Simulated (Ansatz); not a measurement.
A plane-wave DFT run in Ansatz 0.2.0 (scalar-relativistic PAW potentials unless the input names others): input and command.

```yaml
crystal:
  lattice:
    - [0.0, 2.6925357342, 2.6925357342]
    - [2.6925357342, 0.0, 2.6925357342]
    - [2.6925357342, 2.6925357342, 0.0]
  atoms:
    - { symbol: Zn, position: [0.0, 0.0, 0.0] }
    - { symbol: Se, position: [0.75, 0.75, 0.75] }
basis:
  ecutwfc: 420
kpoints:
  mp_grid: { grid: [10, 10, 10] }
hamiltonian:
  xc: revpbe
scf:
  occupations: { method: fixed }
output:
  forces: true
  eigenvalues: true
  stress: true
relax:
  adjacent_minimum: "off"
  f_tol: 0.001
  max_steps: 60
  cell: { stress_tol: 0.02, p_target: 12.0 }
```

```bash
ansatz run input.yaml --threads 1 --pin off --max-ram 3072MiB --backend cpu --events-out ev --progress --plain --runs-dir out
```

Abridged log:
```
Pseudopotentials: kind: paw
Pseudopotential: Zn, paw, valence charge 12, recommended cutoff 420 eV (normal)
Pseudopotential: Se, paw, valence charge 16, recommended cutoff 420 eV (normal)
Functional definition: revPBE
Crystal: 2 atoms, lattice volume = 39.040 Å³
Basis set: ecut = 420 eV, 749 PW (Γ), exchange–correlation on 54×54×54 points (8 copies of the dense FFT grid, shifted against one another)
Bands: 18, of which v1, the nominal top of the filled ones, is band 14 counted from 1 (13 counted from 0)
Symmetry: 24 space group operations
Space group: F-43m (ITA 216), of the structure as read, at distance tolerance 3.4e-5 Å
k-points: 47 of 1000 (time reversal used)
Initial density: superposition of atomic densities (neutral atoms: chi_scale 0, normalization atom), corrected by the library's trained network
Initial wavefunctions: pseudopotential atomic-orbital guess
Functional: x = revpbe(κ = 1.245, μ = 0.21951497), c = pbe(β = 0.06672455)
SCF iter   1: F=—  HF=-8797.285503 eV  |F-HF|=—  |Δ(HF+E_count)|=         —  Δρ=2.22e-3  dr2=8.01e-4  ethr=1.77e-3  ⟨swp⟩=4.8  Hψ=3911  notcnv=0  defer=80
SCF iter   2: F=—  HF=-8797.285350 eV  |F-HF|=—  |Δ(HF+E_count)|=   1.53e-4  Δρ=1.22e-3  dr2=3.70e-4  ethr=2.86e-6  ⟨swp⟩=2.0  Hψ=1982  notcnv=0  defer=88
SCF iter   3: F=—  HF=-8797.285226 eV  |F-HF|=—  |Δ(HF+E_count)|=   1.24e-4  Δρ=5.16e-4  dr2=4.79e-5  ethr=1.32e-6  ⟨swp⟩=2.0  Hψ=1318  notcnv=0  defer=88
SCF iter   4: F=—  HF=-8797.285284 eV  |F-HF|=—  |Δ(HF+E_count)|=   5.78e-5  Δρ=1.16e-4  dr2=6.85e-6  ethr=1.71e-7  ⟨swp⟩=2.0  Hψ=1569  notcnv=0  defer=58
SCF iter   5: F=—  HF=-8797.285285 eV  |F-HF|=—  |Δ(HF+E_count)|=   9.47e-7  Δρ=3.41e-5  dr2=5.51e-7  ethr=2.45e-8  ⟨swp⟩=2.0  Hψ=1504  notcnv=0  defer=71
SCF iter   6: F=-8797.285285 eV  HF=-8797.285285 eV  |F-HF|=3.15e-8  |Δ(HF+E_count)|=   7.17e-8  Δρ=5.67e-6  dr2=1.44e-8  ethr=3.57e-10  ⟨swp⟩=8.1  Hψ=4681  notcnv=0
SCF 1 converged in 6 iterations: F = -8797.285285 eV  dr2 = 1.44e-8
relax step   1: F+E_penalty+E_count = -8797.28528485 eV  Δ(F+E_penalty+E_count) = +0.000e0 eV  max|allowed force component| = 1.272e-16 eV/Å  Δτ_max = 0.0000 Å  P = +18.291 GPa  Ω = 39.040 Å³  (6 SCF iters, dr2 threshold 1.00e-7 eV, accepted)
Crystal: 2 atoms, lattice volume = 40.915 Å³
Basis set: ecut = 420 eV, 821 PW (Γ), exchange–correlation on 54×54×54 points (8 copies of the dense FFT grid, shifted against one another)
Initial density: handed on by an earlier stage of this run
Initial wavefunctions: those handed on with the density
SCF iter   1: F=—  HF=-8797.465196 eV  |F-HF|=—  |Δ(HF+E_count)|=         —  Δρ=1.90e-3  dr2=1.14e-3  ethr=3.95e-6  ⟨swp⟩=2.5  Hψ=5213  notcnv=0  defer=87
SCF iter   2: F=—  HF=-8797.465276 eV  |F-HF|=—  |Δ(HF+E_count)|=   7.99e-5  Δρ=9.28e-4  dr2=2.65e-4  ethr=3.95e-6  ⟨swp⟩=2.0  Hψ=969  notcnv=0  defer=89
   ...
SCF iter   2: F=—  HF=-8797.491329 eV  |F-HF|=—  |Δ(HF+E_count)|=   5.56e-3  Δρ=3.85e-4  dr2=3.16e-6  ethr=3.79e-8  ⟨swp⟩=2.0  Hψ=1368  notcnv=0  defer=82
SCF iter   3: F=—  HF=-8797.492999 eV  |F-HF|=—  |Δ(HF+E_count)|=   1.67e-3  Δρ=1.38e-4  dr2=5.93e-7  ethr=1.13e-8  ⟨swp⟩=2.0  Hψ=1363  notcnv=0  defer=57
SCF iter   4: F=—  HF=-8797.493228 eV  |F-HF|=—  |Δ(HF+E_count)|=   2.29e-4  Δρ=5.33e-5  dr2=3.47e-7  ethr=2.12e-9  ⟨swp⟩=2.1  Hψ=1303  notcnv=0  defer=4
SCF iter   5: F=—  HF=-8797.493243 eV  |F-HF|=—  |Δ(HF+E_count)|=   1.53e-5  Δρ=1.44e-5  dr2=2.36e-8  ethr=1.24e-9  ⟨swp⟩=2.0  Hψ=1192  notcnv=0  defer=7
SCF iter   6: F=—  HF=-8797.493246 eV  |F-HF|=—  |Δ(HF+E_count)|=   2.16e-6  Δρ=2.42e-6  dr2=1.54e-9  ethr=8.44e-11  ⟨swp⟩=2.4  Hψ=1400  notcnv=0  defer=11
SCF iter   7: F=—  HF=-8797.493246 eV  |F-HF|=—  |Δ(HF+E_count)|=   3.21e-8  Δρ=3.58e-7  dr2=5.13e-11  ethr=5.52e-12  ⟨swp⟩=2.0  Hψ=1270  notcnv=0  defer=11
SCF iter   8: F=—  HF=-8797.493246 eV  |F-HF|=—  |Δ(HF+E_count)|=  7.46e-10  Δρ=7.92e-8  dr2=4.15e-12  ethr=1.00e-12  ⟨swp⟩=2.0  Hψ=1222  notcnv=0  defer=11
SCF iter   9: F=-8797.493246 eV  HF=-8797.493246 eV  |F-HF|=1.82e-12  |Δ(HF+E_count)|=  2.18e-11  Δρ=7.91e-9  dr2=2.89e-14  ethr=1.00e-12  ⟨swp⟩=7.4  Hψ=4479  notcnv=0
SCF 5 converged in 9 iterations: F = -8797.493246 eV  dr2 = 2.89e-14
SCF converged after 9 iterations
Free energy (F): -8797.493246 eV
Harris-Foulkes:  -8797.493246 eV  (|F-HF|=1.82e-12)
Internal energy: -8797.493246 eV  (E = F + TS)
E sigma→0 (E₀):  -8797.493246 eV
Fermi energy:    8.283310 eV
--- Forces (eV/Å), atoms counted from 1 ---
  atom   1  Zn     0.00000000     0.00000000     0.00000000
  atom   2  Se     0.00000000     0.00000000     0.00000000
--- Stress (GPa, compression-positive) ---
       11.999081       0.000000       0.000000
        0.000000      11.999081       0.000000
        0.000000       0.000000      11.999081
  P = ⅓ Tr σ = 11.9991 GPa (119.991 kbar)
--- Relaxed structure (4 steps of the walk, 4 accepted, 1 SCFs on fresh bases) ---
  F+E_penalty+E_count = -8797.49324560 eV   max|allowed force component| = 1.388e-17 eV/Å   (the final SCF, on the basis selected at the relaxed cell)
  cell:  # Å, volume = 41.2611 Å³
    - [0.0, 2.74264989, 2.74264989]
    - [2.74264989, 0.0, 2.74264989]
    - [2.74264989, 2.74264989, 0.0]
  atoms:
    - { symbol: Zn, position: [0.0, 0.0, 0.0] }
    - { symbol: Se, position: [0.75000000, 0.75000000, 0.75000000] }
```

Apart from outputs and empty bands, the input differs from a reference run on usual settings in hamiltonian.xc: "pbesol" → "revpbe". The reference, at the same start, ended its own course with a relaxed volume of 19.52 Å³/atom, pressure 11.98 GPa, largest force 0.000 eV/Å, gap on the mesh 1.80 eV. This run converged in 28 SCF iterations over all its steps (reference: 11) with a total energy on another zero, a relaxed volume of 20.63 Å³/atom, pressure 12.00 GPa, largest force 0.000 eV/Å, gap on the mesh 1.81 eV.

Time: 44 s on 1 thread of Intel(R) Xeon(R) Processor @ 2.50GHz (Skylake/Cascade Lake), with other jobs on the host, peak memory 0.38 GiB.